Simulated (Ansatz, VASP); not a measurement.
**One calculation of V, two programs**

```
V
1.0
    -1.46365    1.46365    1.46365
     1.46365   -1.46365    1.46365
     1.46365    1.46365   -1.46365
V
1
Direct
  0.00000 0.00000 0.00000
```

Alike in both runs: task single point; functional LDA; k mesh 9 × 9 × 9; occupations fermi-dirac, width 0.1 eV; no spin polarisation.

|  | VASP | Ansatz |
| --- | --- | --- |
| version | VASP 6.6.1 | Ansatz 0.2.0 |
| potentials or method | VASP PAW LDA potentials, release 64 (V_sv) | plane waves (420 eV) with PAW, scalar-relativistic |
| plane-wave cutoff (eV) | 520 | 420 |
| valence electrons in the cell | 13 | 13 |

Ansatz gave:

```
pressure (GPa) : -0.8
```

What did VASP give for the same quantities?

Pressure (GPa): -0.3.

Ansatz warned: «pseudo_functional_mismatch».
